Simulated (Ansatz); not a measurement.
# TiSe in Ansatz: the effect of functional

The system is TiSe.

```
Se Ti
1.0
     3.58257    0.00000    0.00000
    -1.79129    3.10260    0.00000
     0.00000    0.00000    6.26119
Se Ti
2 2
Cartesian
  1.7913 1.0342 4.6959
  0.0000 2.0684 1.5653
  0.0000 0.0000 3.1306
  0.0000 0.0000 0.0000
```

The cell isn't the ideal one: volume scaled by 1.02.

Alike in all runs:

```yaml
Program: Ansatz 0.2.0
Task: single point
Potentials_or_basis: Ansatz PAW
k_mesh: 9 × 9 × 5
Occupations: fermi-dirac, width 0.05 eV
Spin: no spin polarisation
```

| functional | cutoff | pressure (GPa) |
| --- | --- | --- |
| LDA | 420 eV (not typed: the program's choice for these potentials) | -6.1 |
| PBEsol | 420 eV (not typed: the program's choice for these potentials) | -2.9 |
| r2SCAN | 500 eV (not typed: the program's choice for these potentials) | ? |

Problem. What does the run with functional r2SCAN give?

Solution. Pressure 1.3 GPa.

Caveats: the PAW data sets come from PBE, with cores solved anew for the run's functional, which leaves a small shift of forces and pressure.
